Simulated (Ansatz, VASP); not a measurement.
MnO2: VASP beside Ansatz

File INCAR:

```
SYSTEM = MnO2
ALGO = Normal
EDIFF = 1E-6
EDIFFG = -0.04
ENCUT = 600
GGA = PE
IBRION = 2
ISIF = 3
ISMEAR = 0
ISPIN = 2
LASPH = .TRUE.
LCHARG = .FALSE.
LMAXMIX = 4
LORBIT = 11
LREAL = .FALSE.
LWAVE = .FALSE.
MAGMOM = 2.44 -2.44 0 0 0 0
NELM = 150
NSW = 60
PREC = Accurate
SIGMA = 0.1
```

KPOINTS

```
k-points
0
G
  4 4 6
  0 0 0
```

Contents of POSCAR:

```
MnO2
1.0
    4.4004180000      0.0000000000      0.0000000000
    0.0000000000      4.4004180000      0.0000000000
    0.0000000000      0.0000000000      2.8670780000
Mn O
2 4
Direct
    0.0000000000      0.0000000000      0.0000000000
    0.5000000000      0.5000000000      0.5000000000
    0.3049160000      0.3049160000      0.0000000000
    0.1950840000      0.8049160000      0.5000000000
    0.6950840000      0.6950840000      0.0000000000
    0.8049160000      0.1950840000      0.5000000000
```

Input for Ansatz:

```yaml
crystal:
  lattice:
    - [4.400418, 0.0, 0.0]
    - [0.0, 4.400418, 0.0]
    - [0.0, 0.0, 2.867078]
  atoms:
    - { symbol: Mn, position: [0.0, 0.0, 0.0], spin: 2.44 }
    - { symbol: Mn, position: [0.5, 0.5, 0.5], spin: -2.44 }
    - { symbol: O, position: [0.304916, 0.304916, 0.0] }
    - { symbol: O, position: [0.195084, 0.804916, 0.5] }
    - { symbol: O, position: [0.695084, 0.695084, 0.0] }
    - { symbol: O, position: [0.804916, 0.195084, 0.5] }
basis:
  ecutwfc: 420
kpoints:
  mp_grid: { grid: [4, 4, 6] }
hamiltonian:
  xc: pbe
scf:
  occupations: { method: gaussian, width: 0.1 }
output:
  forces: true
  stress: true
  eigenvalues: true
  populations: true
magnetization:
  spin_polarized: true
relax:
  adjacent_minimum: "off"
  f_tol: 0.04
  max_steps: 40
  cell: { stress_tol: 0.4 }
```

The cell is a database's computed one.

Alike in both runs: task relaxation of cell and atoms; functional PBE; k mesh 4 × 4 × 6; occupations gaussian, width 0.1 eV; collinear spin.

```csv
,VASP,Ansatz
version,VASP 6.6.1,Ansatz 0.2.0
potentials or method,"VASP PAW PBE potentials, release 64 (Mn_pv, O)","scalar-relativistic, plane waves, PAW"
plane-wave cutoff (eV),600,420
valence electrons in the cell,50,54
```

VASP gave:

* gap on the k mesh at the Fermi level, each at its own relaxed structure (eV): none
* net moment per atom (μB): 0.00
* size of the moment on the site where the two differ most (μB): 2.52
* relaxed volume (Å³/atom): 9.39
* relaxed cell length with the largest relative difference (Å): 2.881
* energy change over the relaxation (meV/atom): -2

Estimate Ansatz's values.

gap on the k mesh at the Fermi level, each at its own relaxed structure (eV): none; net moment per atom (μB): 0.00; size of the moment on the site where the two differ most (μB): 2.23; relaxed volume (Å³/atom): 9.36; relaxed cell length with the largest relative difference (Å): 2.870; energy change over the relaxation (meV/atom): -1.

Site moments also hang on the region over which each program counts them. A gap of «none» marks a metal or a gap that the smearing closes. The two sets of potentials don't hold the same shells in valence.

Caveats: the k mesh is coarse (spacing up to 0.37 Å⁻¹), so the values aren't converged; semilocal functionals often make such compounds metallic where correlation or magnetic order opens a gap, which also shifts bond lengths.
